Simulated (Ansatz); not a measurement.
# BAs: a trial structure relaxed, part 1 of 2

Where does this trial cell of BAs go when cell and atoms are let free?

Computed with Ansatz 0.2.0 (DFT PBE, scalar-relativistic, plane waves, PAW, unless a step's input says otherwise).

## 1. The structure to begin with

Symmetry: Pmmm, No. 47, orthorhombic system. Conventional cell: a = 2.967 Å, b = 3.349 Å, c = 7.739 Å, α = 90.00°, β = 90.00°, γ = 90.00°. Around B (site symmetry mm2) lie 4 As at 2.01 to 2.02 Å. B (site symmetry mmm) is surrounded by 4 As at 2.02 Å. Around As (site symmetry mm2) lie 4 B at 2.01 to 2.02 Å. As (site symmetry mmm) is surrounded by 4 B at 2.02 Å.

Coordinates:

```
B As
1.0
     2.96722    0.00000    0.00000
     0.00000    3.34931    0.00000
     0.00000    0.00000    7.73863
B As
3 3
Direct
  0.50000 0.50000 0.17805
  0.50000 0.50000 0.82195
  0.00000 0.00000 0.50000
  0.50000 0.00000 0.32195
  0.00000 0.50000 0.00000
  0.50000 0.00000 0.67805
```

A structure generator made this guess: 4-connected net, two elements alternating (Pmmm, No. 47). Lengths come from tabulated atomic sizes and are only a guess.

## 2. A first look at the guess

File input.yaml:

```yaml
crystal:
  lattice:
    - [2.96722281, 0.0, 0.0]
    - [0.0, 3.34930812, 0.0]
    - [0.0, 0.0, 7.7386263]
  atoms:
    - { symbol: B, position: [0.5, 0.5, 0.17804846] }
    - { symbol: B, position: [0.5, 0.5, 0.82195154] }
    - { symbol: B, position: [0.0, 0.0, 0.5] }
    - { symbol: As, position: [0.5, 0.0, 0.32195154] }
    - { symbol: As, position: [0.0, 0.5, 0.0] }
    - { symbol: As, position: [0.5, 0.0, 0.67804846] }
basis:
  ecutwfc: 420
kpoints:
  mp_grid: { grid: [6, 6, 2] }
hamiltonian:
  xc: pbe
scf:
  occupations: { method: gaussian, width: 0.1 }
  lower_state_search: "off"
output:
  forces: true
  stress: true
  eigenvalues: true
```

Command:

```
$ ansatz run input.yaml --threads 1 --pin off --max-ram 2048MiB --backend cpu --events-out ev --progress --plain --runs-dir out
```

The log of the run, shortened:

```text
[...]
SCF converged after 8 iterations
Free energy (F): -15030.961898 eV
[...]
E sigma→0 (E₀):  -15030.957718 eV
Entropy (-TS):   -0.008360 eV (-1.393 meV/atom)
Fermi energy:    12.228359 eV
[...]
--- Forces (eV/Å), atoms counted from 1 ---
  atom   1  B      0.00000000     0.00000000    -0.01903424
  atom   2  B      0.00000000     0.00000000     0.01903424
  atom   3  B      0.00000000     0.00000000     0.00000000
  atom   4  As     0.00000000     0.00000000     0.03680544
  atom   5  As     0.00000000     0.00000000     0.00000000
  atom   6  As     0.00000000     0.00000000    -0.03680544
[...]
--- Stress (GPa, compression-positive) ---
       36.281337       0.000000       0.000000
        0.000000       4.963634       0.000000
        0.000000       0.000000      26.002400
  P = ⅓ Tr σ = 22.4158 GPa (224.158 kbar)
--- Band table (eV; the first three rows and the last of 32) ---
[...]
```

Run time: 3.6 s. Hardware: 1 thread of Intel Xeon Platinum 8488C (Sapphire Rapids), shared host; peak memory 0.39 GiB.

From the probe: pressure 22.4 GPa, largest force 0.04 eV/Å, gap on this mesh none (metal). A cheap, loose relaxation comes first.

## 3. Coarse relaxation

input.yaml, as its differences from that of step 2:

```diff
@@ -25 +25,6 @@
   eigenvalues: true
+relax:
+  adjacent_minimum: "off"
+  f_tol: 0.04
+  max_steps: 70
+  cell: { stress_tol: 0.4 }
```

Command:

```
$ ansatz run input.yaml --threads 1 --pin off --max-ram 2048MiB --backend cpu --events-out ev --progress --plain --runs-dir out
```

The log of the run:

```text
Warning: RAYON_NUM_THREADS=1 ignored (pool sized by the plan → 1); use --threads N
Engine: ansatz 0.2.0, x86_64-unknown-linux-gnu
Pseudopotentials: kind: paw
Pseudopotential: B, paw, valence charge 3, recommended cutoff 420 eV (normal), B.paw.azcp
Pseudopotential: As, paw, valence charge 15, recommended cutoff 420 eV (normal), As.paw.azcp
Functional definition: PBE
  parameter kappa = 0.804
  parameter beta = 0.06672455060314922
  exchange = pbe_x(kappa = kappa, mu = beta*pi^2/3)
  correlation = pbe_c(beta = beta)
Crystal: 6 atoms, lattice volume = 76.908 Å³
Basis set: ecut = 420 eV, 1511 PW (Γ), exchange–correlation on 40×48×108 points (8 copies of the dense FFT grid, shifted against one another)
Bands: 33, of which v1, the nominal top of the filled ones, is band 27 counted from 1 (26 counted from 0)
Symmetry: 8 space group operations
Space group: Pmmm (ITA 47), of the structure as read, at distance tolerance 4.3e-5 Å
k-points: 32 of 72
Non-local potential: B, projectors of the file, l = 0: 2, l = 1: 2, l = 2: 1
Non-local potential: As, projectors of the file, l = 0: 2, l = 1: 2, l = 2: 3, l = 3: 1
PAW form: soft (Blöchl's): semilocal exchange-correlation on the pseudo side does not see the compensation charge
PAW one-centre angular grid: B, 110 points (default); XC on 64 Gauss nodes
PAW one-centre angular grid: As, 590 points (default); XC on 64 Gauss nodes
Initial density: superposition of atomic densities (neutral atoms: chi_scale 0, normalization atom), corrected by the library's trained network
Initial wavefunctions: pseudopotential atomic-orbital guess
Functional: x = pbe(κ = 0.804, μ = 0.2195149727645171), c = pbe(β = 0.06672455060314922)
SCF iter   1: F=—  HF=-15030.979544 eV  |F-HF|=—  |Δ(HF+E_count)|=         —  Δρ=7.29e-3  dr2=7.34e-2  ethr=1.77e-3  ⟨swp⟩=5.5  Hψ=4239  notcnv=0
preconditioner: auto → Kerker (q_TF=auto, 2.572 Å⁻¹)  [metal: Δε(μ)=0.053 eV  Ē_g=10.199 eV  σ=0.100 eV  W_gap=0.28  n_scr=22 (ndim 8)  ℏωp=20.7 eV  f_vac=0.001  D(μ)=1.70/eV (n_scr^D=6)]
SCF iter   2: F=—  HF=-15030.967737 eV  |F-HF|=—  |Δ(HF+E_count)|=   1.18e-2  Δρ=4.27e-3  dr2=2.75e-2  ethr=1.36e-4  ⟨swp⟩=1.0  Hψ=1312  notcnv=0
preconditioner: auto → Resta (q_TF=auto, 2.572 Å⁻¹)  ε∞=5.1  [insulator: Δε(μ)=0.125 eV  Ē_g=10.199 eV  σ=0.100 eV  W_gap=0.52  n_scr=22 (ndim 8)  ℏωp=20.7 eV  f_vac=0.000  D(μ)=1.71/eV (n_scr^D=6)  ε∞_Penn≈5.1]
SCF iter   3: F=—  HF=-15030.962330 eV  |F-HF|=—  |Δ(HF+E_count)|=   5.41e-3  Δρ=1.12e-3  dr2=1.79e-3  ethr=5.09e-5  ⟨swp⟩=2.0  Hψ=1528  notcnv=0
SCF iter   4: F=—  HF=-15030.961832 eV  |F-HF|=—  |Δ(HF+E_count)|=   4.99e-4  Δρ=5.47e-4  dr2=3.57e-4  ethr=3.31e-6  ⟨swp⟩=2.0  Hψ=1562  notcnv=0
SCF iter   5: F=—  HF=-15030.961862 eV  |F-HF|=—  |Δ(HF+E_count)|=   3.05e-5  Δρ=1.86e-4  dr2=3.45e-5  ethr=6.60e-7  ⟨swp⟩=2.0  Hψ=1533  notcnv=0
SCF iter   6: F=—  HF=-15030.961897 eV  |F-HF|=—  |Δ(HF+E_count)|=   3.50e-5  Δρ=3.41e-5  dr2=8.18e-7  ethr=6.38e-8  ⟨swp⟩=2.0  Hψ=1403  notcnv=0  defer=2
SCF iter   7: F=—  HF=-15030.961898 eV  |F-HF|=—  |Δ(HF+E_count)|=   7.25e-7  Δρ=8.78e-6  dr2=6.00e-8  ethr=1.85e-10  ⟨swp⟩=8.8  Hψ=4725  notcnv=0
SCF iter   8: F=-15030.961898 eV  HF=-15030.961898 eV  |F-HF|=3.89e-9  |Δ(HF+E_count)|=   9.48e-8  Δρ=2.68e-6  dr2=5.06e-9  ethr=1.11e-10  ⟨swp⟩=4.2  Hψ=3858  notcnv=0
SCF 1 converged in 8 iterations: F = -15030.961898 eV  dr2 = 5.06e-9
relax step   1: F+E_penalty+E_count = -15030.96189778 eV  Δ(F+E_penalty+E_count) = +0.000e0 eV  max|allowed force component| = 3.681e-2 eV/Å  Δτ_max = 0.0000 Å  P = +22.416 GPa  Ω = 76.908 Å³  (8 SCF iters, dr2 threshold 1.00e-7 eV, accepted)
Crystal: 6 atoms, lattice volume = 81.971 Å³
Basis set: ecut = 420 eV, 1611 PW (Γ), exchange–correlation on 40×48×108 points (8 copies of the dense FFT grid, shifted against one another)
Initial density: handed on by an earlier stage of this run
Initial wavefunctions: those handed on with the density
iter 1 solved again at ethr=2.86e-4 eV; its pass at ethr=3.10e-3 eV (dr2=1.55e-1 eV) is discarded
SCF iter   1: F=—  HF=-15031.793981 eV  |F-HF|=—  |Δ(HF+E_count)|=         —  Δρ=1.14e-2  dr2=1.60e-1  ethr=2.86e-4  ⟨swp⟩=1.2  Hψ=5510  notcnv=0
preconditioner: auto → Kerker (q_TF=auto, 2.545 Å⁻¹)  [metal: Δε(μ)=0.021 eV  Ē_g=9.804 eV  σ=0.100 eV  W_gap=0.12  n_scr=22 (ndim 8)  ℏωp=20.1 eV  f_vac=0.000  D(μ)=3.14/eV (n_scr^D=26)]
SCF iter   2: F=—  HF=-15031.758248 eV  |F-HF|=—  |Δ(HF+E_count)|=   3.57e-2  Δρ=5.36e-3  dr2=3.74e-2  ethr=2.86e-4  ⟨swp⟩=2.0  Hψ=1415  notcnv=0
SCF iter   3: F=—  HF=-15031.748872 eV  |F-HF|=—  |Δ(HF+E_count)|=   9.38e-3  Δρ=1.54e-3  dr2=3.04e-3  ethr=6.93e-5  ⟨swp⟩=2.2  Hψ=1943  notcnv=0
SCF iter   4: F=—  HF=-15031.748117 eV  |F-HF|=—  |Δ(HF+E_count)|=   7.55e-4  Δρ=8.37e-4  dr2=9.29e-4  ethr=5.64e-6  ⟨swp⟩=2.0  Hψ=1898  notcnv=0
SCF iter   5: F=—  HF=-15031.748147 eV  |F-HF|=—  |Δ(HF+E_count)|=   2.97e-5  Δρ=2.50e-4  dr2=5.19e-5  ethr=1.72e-6  ⟨swp⟩=2.0  Hψ=1438  notcnv=0
SCF iter   6: F=—  HF=-15031.748195 eV  |F-HF|=—  |Δ(HF+E_count)|=   4.80e-5  Δρ=4.28e-5  dr2=1.38e-6  ethr=9.62e-8  ⟨swp⟩=2.0  Hψ=1923  notcnv=0
SCF iter   7: F=-15031.748196 eV  HF=-15031.748196 eV  |F-HF|=4.19e-8  |Δ(HF+E_count)|=   1.09e-6  Δρ=1.07e-5  dr2=1.14e-7  ethr=1.11e-9  ⟨swp⟩=6.1  Hψ=4798  notcnv=0
SCF 2 converged in 7 iterations: F = -15031.748196 eV  dr2 = 1.14e-7
relax step   2: F+E_penalty+E_count = -15031.74819623 eV  Δ(F+E_penalty+E_count) = -7.863e-1 eV  max|allowed force component| = 5.336e-1 eV/Å  Δτ_max = 0.0300 Å  P = +10.168 GPa  Ω = 81.971 Å³  energy of the carried Pulay correction = -3.368e-3 eV  (7 SCF iters, dr2 threshold 6.00e-7 eV, accepted)
Crystal: 6 atoms, lattice volume = 86.552 Å³
Basis set: ecut = 420 eV, 1715 PW (Γ), exchange–correlation on 40×48×108 points (8 copies of the dense FFT grid, shifted against one another)
iter 1 solved again at ethr=1.71e-4 eV; its pass at ethr=3.10e-3 eV (dr2=9.25e-2 eV) is discarded
SCF iter   1: F=—  HF=-15032.030242 eV  |F-HF|=—  |Δ(HF+E_count)|=         —  Δρ=8.46e-3  dr2=9.42e-2  ethr=1.71e-4  ⟨swp⟩=1.4  Hψ=6078  notcnv=0
preconditioner: auto → Kerker (q_TF=auto, 2.522 Å⁻¹)  [metal: Δε(μ)=0.036 eV  Ē_g=9.439 eV  σ=0.100 eV  W_gap=0.20  n_scr=26 (ndim 8)  ℏωp=19.6 eV  f_vac=0.000  D(μ)=2.13/eV (n_scr^D=12)]
SCF iter   2: F=—  HF=-15032.009182 eV  |F-HF|=—  |Δ(HF+E_count)|=   2.11e-2  Δρ=4.43e-3  dr2=2.72e-2  ethr=1.71e-4  ⟨swp⟩=2.0  Hψ=1263  notcnv=0
SCF iter   3: F=—  HF=-15032.002893 eV  |F-HF|=—  |Δ(HF+E_count)|=   6.29e-3  Δρ=1.04e-3  dr2=1.61e-3  ethr=5.03e-5  ⟨swp⟩=2.0  Hψ=1426  notcnv=0
SCF iter   4: F=—  HF=-15032.003026 eV  |F-HF|=—  |Δ(HF+E_count)|=   1.33e-4  Δρ=4.43e-4  dr2=2.75e-4  ethr=2.98e-6  ⟨swp⟩=2.0  Hψ=1795  notcnv=0
SCF iter   5: F=—  HF=-15032.002927 eV  |F-HF|=—  |Δ(HF+E_count)|=   9.94e-5  Δρ=2.07e-4  dr2=4.95e-5  ethr=5.08e-7  ⟨swp⟩=2.0  Hψ=1921  notcnv=0
SCF iter   6: F=—  HF=-15032.002944 eV  |F-HF|=—  |Δ(HF+E_count)|=   1.72e-5  Δρ=7.89e-5  dr2=7.12e-6  ethr=9.17e-8  ⟨swp⟩=2.0  Hψ=1924  notcnv=0
SCF iter   7: F=—  HF=-15032.002943 eV  |F-HF|=—  |Δ(HF+E_count)|=   1.02e-6  Δρ=2.54e-5  dr2=1.32e-6  ethr=1.32e-8  ⟨swp⟩=2.0  Hψ=1919  notcnv=0
SCF iter   8: F=-15032.002943 eV  HF=-15032.002943 eV  |F-HF|=2.08e-7  |Δ(HF+E_count)|=   6.61e-8  Δρ=1.25e-5  dr2=3.41e-7  ethr=1.11e-9  ⟨swp⟩=6.0  Hψ=4713  notcnv=0
SCF 3 converged in 8 iterations: F = -15032.002943 eV  dr2 = 3.41e-7
relax step   3: F+E_penalty+E_count = -15032.00294252 eV  Δ(F+E_penalty+E_count) = -2.547e-1 eV  max|allowed force component| = 5.110e-1 eV/Å  Δτ_max = 0.0183 Å  P = +1.346 GPa  Ω = 86.552 Å³  energy of the carried Pulay correction = -6.197e-3 eV  (8 SCF iters, dr2 threshold 6.00e-7 eV, accepted)
[... 13 lines left out ...]
relax step   4: F+E_penalty+E_count = -15032.04078764 eV  Δ(F+E_penalty+E_count) = -3.785e-2 eV  max|allowed force component| = 8.809e-2 eV/Å  Δτ_max = 0.0341 Å  P = +0.117 GPa  Ω = 87.341 Å³  energy of the carried Pulay correction = -6.674e-3 eV  (8 SCF iters, dr2 threshold 6.00e-7 eV, accepted)
[... 10 lines left out ...]
relax step   5: F+E_penalty+E_count = -15032.04220708 eV  Δ(F+E_penalty+E_count) = -1.419e-3 eV  max|allowed force component| = 2.151e-2 eV/Å  Δτ_max = 0.0065 Å  P = +0.020 GPa  Ω = 87.215 Å³  energy of the carried Pulay correction = -6.586e-3 eV  (5 SCF iters, dr2 threshold 6.00e-7 eV, accepted)
[... 11 lines left out ...]
relax step   6: F+E_penalty+E_count = -15032.05722724 eV  Δ(F+E_penalty+E_count) = -1.502e-2 eV  max|allowed force component| = 2.009e-2 eV/Å  Δτ_max = 0.0000 Å  P = +0.212 GPa  Ω = 87.215 Å³  stress off target by 4.25e-1 GPa  SCF on the basis re-selected at this cell (its energy is not comparable with the rows above)  (6 SCF iters)
[... 9 lines left out ...]
relax step   7: F+E_penalty+E_count = -15032.05733790 eV  Δ(F+E_penalty+E_count) = -1.107e-4 eV  max|allowed force component| = 1.560e-2 eV/Å  Δτ_max = 0.0025 Å  P = +0.073 GPa  Ω = 87.385 Å³  energy of the carried Pulay correction = -9.939e-5 eV  (4 SCF iters, dr2 threshold 4.51e-7 eV, accepted)
iter 1 solved again at ethr=9.82e-9 eV; its pass at ethr=3.10e-3 eV (dr2=5.30e-6 eV) is discarded
SCF iter   1: F=—  HF=-15032.057462 eV  |F-HF|=—  |Δ(HF+E_count)|=         —  Δρ=1.51e-5  dr2=2.15e-7  ethr=9.82e-9  ⟨swp⟩=3.4  Hψ=6607  notcnv=0
preconditioner: auto → Kerker (q_TF=auto, 2.518 Å⁻¹)  [metal: Δε(μ)=0.079 eV  Ē_g=9.368 eV  σ=0.100 eV  W_gap=0.38  n_scr=26 (ndim 8)  ℏωp=19.5 eV  f_vac=0.000  D(μ)=1.92/eV (n_scr^D=8)]
SCF iter   2: F=—  HF=-15032.057463 eV  |F-HF|=—  |Δ(HF+E_count)|=   1.75e-6  Δρ=9.60e-6  dr2=9.30e-8  ethr=3.99e-10  ⟨swp⟩=2.0  Hψ=1915  notcnv=0
SCF iter   3: F=—  HF=-15032.057464 eV  |F-HF|=—  |Δ(HF+E_count)|=   5.46e-8  Δρ=6.04e-6  dr2=4.42e-8  ethr=1.72e-10  ⟨swp⟩=1.0  Hψ=1056  notcnv=0
SCF iter   4: F=-15032.057464 eV  HF=-15032.057464 eV  |F-HF|=9.37e-10  |Δ(HF+E_count)|=   2.03e-8  Δρ=1.05e-6  dr2=1.48e-9  ethr=7.11e-12  ⟨swp⟩=3.6  Hψ=4035  notcnv=0
SCF 8 converged in 4 iterations: F = -15032.057464 eV  dr2 = 1.48e-9
relax step   8: F+E_penalty+E_count = -15032.05746356 eV  Δ(F+E_penalty+E_count) = -1.257e-4 eV  max|allowed force component| = 1.567e-2 eV/Å  Δτ_max = 0.0000 Å  P = +0.073 GPa  Ω = 87.385 Å³  stress off target by 2.11e-1 GPa  SCF on the basis re-selected at this cell (its energy is not comparable with the rows above)  (4 SCF iters)
basis re-selected at this cell: Δ(F+E_penalty+E_count) = -1.257e-4 eV, ΔP = -0.000 GPa vs the last step (what re-selecting the basis moved, of the pressure what is left beyond the Pulay correction that the steps carried, after the strain that the cell walked since its last selection, with what the two solves' SCF thresholds leave and, on support functions, any second-order correction that the steps lacked; it is no measure of the basis error at this ecutwfc). This SCF's stress stands 2.11e-1 GPa from its target on what of the cell is left free (relax.cell.stress_tol is 4.00e-1 GPa) and its largest allowed force component is 1.57e-2 eV/Å (relax.f_tol is 4.00e-2 eV/Å): within both
SCF converged after 4 iterations
Free energy (F): -15032.057464 eV
Harris-Foulkes:  -15032.057464 eV  (|F-HF|=9.37e-10)
Internal energy: -15032.047853 eV  (E = F + TS)
E sigma→0 (E₀):  -15032.052658 eV
Entropy (-TS):   -0.009611 eV (-1.602 meV/atom)
Fermi energy:    10.035094 eV
--- Per-component energies (eV) ---
  E_band       = -683.016380
  E_kinetic    = 445.087345
  E_local      = -5308.001938  (includes V_loc(G=0)·N_el)
  E_nonlocal   = -1971.862531
  E_hartree    = 2908.230366
  E_xc         = -330.577306
  E_vxc        = -347.973984  (∫ρ·V_xc dr)
  E_paw        = -5744.172945  (= ΣΔE_a)
  E_vpaw       = 683.273158  (= ΣTr[D̂ρ^β])
  E_aug_tail   = 0.000016  (compensation charges beyond the density's cutoff)
  E_ewald      = -5030.750859
  E_smearing   = -0.009611  (= −TS)
  E_closure    = 0.000000  (closes the sum)
  Σ components = -15032.057464   (vs F -15032.057464, Δ=0.00e0)
--- Forces (eV/Å), atoms counted from 1 ---
  atom   1  B     -0.00000000    -0.00000000     0.01566565
  atom   2  B      0.00000000     0.00000000    -0.01566565
  atom   3  B      0.00000000    -0.00000000     0.00000000
  atom   4  As     0.00000000    -0.00000000     0.00809610
  atom   5  As    -0.00000000     0.00000000     0.00000000
  atom   6  As    -0.00000000     0.00000000    -0.00809610
  max |Σ_I F_I| component: 5.20e-18 eV/Å
--- Stress (GPa, compression-positive) ---
       -0.017592       0.000000       0.000000
        0.000000       0.025630      -0.000000
        0.000000      -0.000000       0.211359
  P = ⅓ Tr σ = 0.0731 GPa (0.731 kbar)
--- Band table (eV; the first three rows and the last of 32) ---
  k-point 0: bands = ["-25.9565", "-25.9167", "-25.9054", "-25.8559", "-25.8487", "-25.8477", "-25.8405", "-25.8357", "-25.8248", "-25.7944", "-25.7943", "-25.7937", "-25.7926", "-25.7851", "-25.7754", "-4.9437", "-3.2993", "-2.9795", "2.8510", "3.3910", "7.1825", "7.2203", "8.2708", "8.8570", "8.9915", "9.6559", "10.6461", "11.8657", "12.5316", "12.6418", "13.5192", "13.8370", "14.5794"]
  k-point 1: bands = ["-25.9565", "-25.9167", "-25.9054", "-25.8561", "-25.8486", "-25.8478", "-25.8405", "-25.8352", "-25.8252", "-25.7944", "-25.7943", "-25.7937", "-25.7925", "-25.7852", "-25.7754", "-4.5127", "-4.4468", "-1.7812", "0.9517", "6.5965", "6.6607", "7.5892", "7.6422", "7.6609", "7.7329", "11.5567", "11.9790", "12.0299", "12.1008", "12.2572", "12.8284", "13.0843", "13.1006"]
  k-point 2: bands = ["-25.9534", "-25.9176", "-25.9062", "-25.8558", "-25.8483", "-25.8476", "-25.8394", "-25.8356", "-25.8248", "-25.7954", "-25.7946", "-25.7941", "-25.7904", "-25.7863", "-25.7722", "-4.6548", "-2.9900", "-2.8043", "2.9702", "3.3673", "5.4473", "6.7536", "7.4033", "8.7832", "8.9117", "8.9962", "9.9610", "12.1081", "12.2306", "12.9940", "14.3259", "14.7984", "15.3327"]
  k-point 31: bands = ["-25.9389", "-25.9197", "-25.9135", "-25.8624", "-25.8403", "-25.8337", "-25.8321", "-25.8303", "-25.8200", "-25.8031", "-25.8019", "-25.7963", "-25.7890", "-25.7776", "-25.7619", "-1.4103", "-0.3248", "0.0245", "1.5225", "2.6337", "2.7805", "4.7557", "4.8862", "5.0533", "5.5906", "7.5305", "8.2794", "9.0270", "9.1501", "11.3103", "11.4013", "14.3749", "15.3215"]
--- Relaxed structure (6 steps of the walk, 6 accepted, 2 SCFs on fresh bases) ---
  F+E_penalty+E_count = -15032.05746356 eV   max|allowed force component| = 1.567e-2 eV/Å   (the final SCF, on the basis selected at the relaxed cell)
  cell:  # Å, volume = 87.3846 Å³
    - [3.235166120347816, 0.0, 0.0]
    - [0.0, 3.2759485488894033, 0.0]
    - [0.0, 0.0, 8.24519966237749]
  atoms:
    - { symbol: B, position: [0.5, 0.5000000000000001, 0.1752739000156437] }
    - { symbol: B, position: [0.5, 0.5000000000000001, 0.8247260999843563] }
    - { symbol: B, position: [1.9607268298364743e-35, 0.0, 0.5] }
    - { symbol: As, position: [0.5, 0.0, 0.324466678756549] }
    - { symbol: As, position: [-1.2846141298928624e-35, 0.5000000000000001, 3.1756604196024767e-19] }
    - { symbol: As, position: [0.5, 0.0, 0.6755333212434509] }
```

Wall time 34 s (1 thread of Intel Xeon Platinum 8488C (Sapphire Rapids), shared host); peak memory 0.42 GiB.

The steps of the relaxation:

```csv
step,E - E(step 1) (eV/cell),largest force component (eV/Å),pressure (GPa),volume (Å³)
1,0.0000,0.0368,22.42,76.91
2,-0.7863,0.5336,10.17,81.97
3,-1.0410,0.5110,1.35,86.55
4,-1.0789,0.0881,0.12,87.34
5,-1.0803,0.0215,0.02,87.21
6,-1.0953,0.0201,0.21,87.21
7,-1.0954,0.0156,0.07,87.38
8,-1.0956,0.0157,0.07,87.38
```

Step 1 is the start. Steps 6, 8 each repeat the geometry before them on a plane-wave basis chosen anew, so the energy can jump there without any move.

|  | before | after | change |
| --- | --- | --- | --- |
| a (Å) | 2.967 | 3.235 | +9.0 % |
| b (Å) | 3.349 | 3.276 | -2.2 % |
| c (Å) | 7.739 | 8.245 | +6.5 % |
| volume (Å³/atom) | 12.82 | 14.56 | +13.6 % |
| shortest distance (Å) | 2.011 | 2.048 | +1.9 % |
| space group (0.01 Å) | Pmmm | Pmmm | same |

The run keeps the 8 symmetry operations of the start, so it could not have lowered the symmetry.

(Continued in part 2 of 2.)
